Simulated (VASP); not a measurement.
The system is RbCl.

```
Rb Cl
1.0
     0.00000    3.27400    3.27400
     3.27400    0.00000    3.27400
     3.27400    3.27400    0.00000
Rb Cl
1 1
Direct
  0.00000 0.00000 0.00000
  0.50000 0.50000 0.50000
```

- Program: VASP 6.6.1
- Task: relaxation of cell and atoms
- Functional: LDA
- Potentials or basis: VASP PAW LDA potentials, release 64 (Rb_sv, Cl)
- Cutoff: 600 eV
- k mesh: 8 × 8 × 8
- Occupations: gaussian, width 0.03 eV
- Spin: no spin polarisation

At the start: pressure -1.4 GPa; volume 35.09 Å³/atom.

Task: How do energy, volume and symmetry change on relaxing?

Result: Over 3 steps the energy falls by 11.7 meV/atom and the volume is 32.61 Å³/atom (-7.1 %); space group Fm-3m (No. 225, to 0.05 Å).

Step by step:
| step | energy change (eV) | largest force (eV/Å) | pressure (GPa) | volume (Å³) |
| --- | --- | --- | --- | --- |
| 1 | 0.0000 | 0.0000 | -1.36 | 70.19 |
| 2 | -0.0190 | 0.0000 | -0.64 | 67.20 |
| 3 | -0.0234 | 0.0000 | -0.05 | 65.22 |

Final structure:
```
Rb Cl
1.0
     0.00000    3.19480    3.19480
     3.19480    0.00000    3.19480
     3.19480    3.19480    0.00000
Rb Cl
1 1
Direct
  0.00000 0.00000 0.00000
  0.50000 0.50000 0.50000
```
